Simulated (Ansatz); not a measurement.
# Relaxation of Ta2C

Computed with DFT PBEsol, scalar-relativistic, plane waves, PAW (Ansatz). Settings: 420 eV cutoff, 8×6×6 k-mesh, Gaussian smearing of 0.10 eV, no spin polarisation.

What was changed: 4 of 4 Si sites taken by C, cell and atoms relaxed.

Spin–orbit coupling is left out, which can shift energies with elements as heavy as these.

Command:

```bash
ansatz run input.yaml --threads 2 --pin off --max-ram 5120MiB --backend cpu --events-out ev --progress --plain --runs-dir out
```

Input:

```yaml
crystal:
  lattice:
    - [0.0, 0.0, 5.0696855351]
    - [5.485119214, 0.0, 0.0]
    - [0.0, 5.485119214, 0.0]
  atoms:
    - { symbol: Ta, position: [0.5, 0.3252459447, 0.1747540553] }
    - { symbol: Ta, position: [0.0, 0.8252459447, 0.6747540553] }
    - { symbol: Ta, position: [0.5, 0.8252459447, 0.3252459447] }
    - { symbol: Ta, position: [0.0, 0.3252459447, 0.8252459447] }
    - { symbol: Ta, position: [0.0, 0.1747540553, 0.3252459447] }
    - { symbol: Ta, position: [0.5, 0.6747540553, 0.8252459447] }
    - { symbol: Ta, position: [0.0, 0.6747540553, 0.1747540553] }
    - { symbol: Ta, position: [0.5, 0.1747540553, 0.6747540553] }
    - { symbol: C, position: [0.75, 0.5, 0.5] }
    - { symbol: C, position: [0.25, 0.0, 0.0] }
    - { symbol: C, position: [0.25, 0.5, 0.5] }
    - { symbol: C, position: [0.75, 0.0, 0.0] }
basis:
  ecutwfc: 420
kpoints:
  mp_grid: { grid: [8, 6, 6] }
hamiltonian:
  xc: pbesol
scf:
  occupations: { method: gaussian, width: 0.1 }
output:
  forces: true
  stress: true
  eigenvalues: true
relax:
  adjacent_minimum: "off"
  f_tol: 0.015
  max_steps: 60
  cell: { stress_tol: 0.15 }
```

F is the free energy. Steps run on the plane waves of an earlier cell, but the last one, and at times one on the way, on a freshly chosen basis, so a repeated geometry can differ a little in energy.

Steps:

```tsv
step	F − F(1) (eV)	largest force component (eV/Å)	V (Å³/atom)	P (GPa)
1	0.0000	0.021	12.711	0.15
2	0.0006	0.024	12.734	-0.36
3	-0.0002	0.000	12.718	-0.01
4	-0.0003	0.000	12.718	-0.01
```

Relaxed structure:

```yaml
crystal:
  lattice:
    - [0.00000, 0.00000, 5.07016]
    - [5.48651, 0.00000, 0.00000]
    - [0.00000, 5.48651, 0.00000]
  atoms:
    - { symbol: Ta, position: [0.50000, 0.32502, 0.17498] }
    - { symbol: Ta, position: [0.00000, 0.82502, 0.67498] }
    - { symbol: Ta, position: [0.50000, 0.82502, 0.32502] }
    - { symbol: Ta, position: [0.00000, 0.32502, 0.82502] }
    - { symbol: Ta, position: [0.00000, 0.17498, 0.32502] }
    - { symbol: Ta, position: [0.50000, 0.67498, 0.82502] }
    - { symbol: Ta, position: [0.00000, 0.67498, 0.17498] }
    - { symbol: Ta, position: [0.50000, 0.17498, 0.67498] }
    - { symbol: C, position: [0.75000, 0.50000, 0.50000] }
    - { symbol: C, position: [0.25000, 0.00000, 0.00000] }
    - { symbol: C, position: [0.25000, 0.50000, 0.50000] }
    - { symbol: C, position: [0.75000, 0.00000, 0.00000] }
```

The structure is tetragonal, space group I4/mcm (No. 140). Conventional cell: a = 5.487 Å, b = 5.487 Å, c = 5.070 Å, α = 90.00°, β = 90.00°, γ = 90.00°. Around Ta (site symmetry m2m) lie 4 C at 2.39 Å and 7 Ta at 2.72 to 2.86 Å. C (site symmetry 422) is surrounded by 8 Ta at 2.39 Å and 2 C at 2.54 Å.

The run converged. It took 83 s on 2 threads of Intel(R) Xeon(R) Platinum 8259CL CPU @ 2.50GHz (Skylake/Cascade Lake) (shared host), peak memory 0.79 GiB.